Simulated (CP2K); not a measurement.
# SnTe: single point with PBE

The system is SnTe.

```xyz
2
Lattice="4.4560 0.0000 0.0000 2.2280 3.8590 0.0000 2.2280 1.2863 3.6383" Properties=species:S:1:pos:R:3 pbc="T T T"
Te    4.4560    2.5727    1.8191
Sn    0.0000    0.0000    0.0000
```

```
Program                             : CP2K 2026.2
Task                                : single point
Functional                          : PBE
Potentials or basis                 : POTENTIAL_UZH Te GTH-PBE-q6, Sn GTH-PBE-q4; TZVP-MOLOPT-PBE-GTH basis
Density cutoff                      : 6123 eV
k mesh                              : 7 × 7 × 7
Occupations                         : gaussian, width 0.023 eV
Spin                                : no spin polarisation
SCF solver                          : diagonalisation with k points
Quickstep method                    : GPW
EPS_DEFAULT                         : 1.0E-10
EPS_SCF                             : 1.0E-6
MAX_SCF                             : 100
SCF_GUESS                           : ATOMIC
k points reduced by the point group : yes
Mesh centred on Gamma               : yes
CHOLESKY                            : OFF
EPS_EIGVAL                          : 1.0E-7
MIXING METHOD                       : BROYDEN_MIXING
MIXING ALPHA                        : 0.4
NBUFFER                             : 8
NGRIDS                              : 5
Basis sets                          : Te TZVP-MOLOPT-PBE-GTH-q6, Sn TZVP-MOLOPT-PBE-GTH-q4
Potentials                          : Te GTH-PBE-q6 of POTENTIAL_UZH, Sn GTH-PBE-q4 of POTENTIAL_UZH
ADDED_MOS                           : [10]
REL_CUTOFF (Ry)                     : 60 Ry
MIXING BETA (1/bohr)                : 1.5 1/bohr
CUTOFF of the grids                 : 450 Ry
```

```json
{"Pressure": "3.0 GPa", "Mulliken charges": "Te -0.37; Sn +0.37 e", "Hirshfeld charges": "Te -0.12; Sn +0.12 e"}
```

Levels at points of the mesh, in eV from the Fermi level:
| k point | band 3 | band 4 | band 5 | band 6 | band 7 | band 8 |
| --- | --- | --- | --- | --- | --- | --- |
| (0.00, 0.00, 0.00) | -2.29 | -2.29 | -2.29 | 3.32 | 3.32 | 3.32 |

Run time: 12 s on 1 thread of Arm Neoverse V1, with other jobs on the host, peak memory 0.3 GiB.

Caveat: Mulliken charges move with the basis; this odd mesh misses L, where the gap lies, so gap, dielectric constants and Born charges aren't listed; the basis of atomic orbitals isn't converged, which shifts pressures, moduli and gaps. The run has no spin-orbit coupling, so splittings on Te are missing.
